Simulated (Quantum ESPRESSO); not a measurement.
## GaAs: band structure with r2SCAN

**What was measured.**

“Evidence of valence band perturbations in GaAsN/GaAs(001): A combined variable-angle spectroscopic ellipsometry and modulated photoreflectance investigation”, 2008, arxiv:0805.2212 reports, for a bulk crystal of GaAs at 300 K: band gap 1.412 ± 0.01 eV (direct).

The system is GaAs.

```
CELL_PARAMETERS angstrom
0.00000 2.82685 2.82685
2.82685 0.00000 2.82685
2.82685 2.82685 0.00000
ATOMIC_POSITIONS crystal
As 0.75000 0.75000 0.75000
Ga 0.00000 0.00000 0.00000
```

| Quantity | Value |
| --- | --- |
| Program | Quantum ESPRESSO 7.5 |
| Task | band structure |
| Functional | r2SCAN |
| Potentials or basis | SG15 PBE 1.2 |
| Cutoff | 1197 eV |
| Density cutoff | 4789 eV |
| k mesh | 6 × 6 × 6 |
| Occupations | fermi-dirac, width 0.05 eV |
| Spin | no spin polarisation |
| Symmetry | off |
| Mixing beta | 0.5 |
| Most SCF iterations | 120 |
| SCF threshold | 1e-08 Ry |

The pressure is -0.1 GPa, the band gap on the k mesh is 0.59 eV, direct and the band gap along the path is 0.59 eV, direct.

Levels at the corners of the path, in eV from the valence-band top:
```csv
point,band 5,band 6,band 7,band 8,band 9,band 10,band 11,band 12,band 13,band 14
Γ,-14.56,-13.38,0.00,0.00,0.00,0.59,3.88,3.88,3.88,8.04
X,-14.55,-10.71,-7.19,-2.84,-2.84,1.67,1.81,10.71,10.71,11.66
W,-14.56,-10.65,-7.01,-3.69,-3.51,4.86,5.09,5.72,6.39,11.76
K,-14.55,-10.75,-7.01,-4.03,-2.40,2.15,4.93,8.37,8.50,9.19
Γ,-14.56,-13.38,0.00,0.00,0.00,0.59,3.88,3.88,3.88,8.04
L,-14.56,-11.49,-6.97,-1.23,-1.23,1.10,4.91,4.91,8.26,11.03
U,-14.55,-10.75,-7.01,-4.03,-2.40,2.15,4.93,8.37,8.50,9.19
W,-14.56,-10.65,-7.01,-3.69,-3.51,4.86,5.09,5.72,6.39,11.76
L,-14.56,-11.49,-6.97,-1.23,-1.23,1.10,4.91,4.91,8.26,11.03
K,-14.55,-10.75,-7.01,-4.03,-2.40,2.15,4.93,8.37,8.50,9.19
U,-14.55,-10.75,-7.01,-4.03,-2.40,2.15,4.93,8.37,8.50,9.19
X,-14.55,-10.71,-7.19,-2.84,-2.84,1.67,1.81,10.71,10.71,11.66
```

It took 3.8 min on 2 MPI ranks on Intel(R) Xeon(R) Platinum 8488C (Sapphire Rapids), on a shared host, peak memory 0.3 GiB a rank.

Against the measured gap of GaAs, 1.412 eV (direct; 300 K; “Evidence of valence band perturbations in GaAsN/GaAs(001): A combined variable-angle spectroscopic ellipsometry and modulated photoreflectance investigation”, 2008, arxiv:0805.2212), the calculated 0.59 eV is off by -0.82 eV. 3 values of this kind are on record (1.412 to 1.51 eV); this one was drawn at random among those near their median, those with a stated uncertainty first. Spin-orbit coupling on As, Ga is left out. The value is that of r2SCAN, without temperature or zero-point motion.

Caveat: the potentials were made for another functional, which shifts forces and pressure.
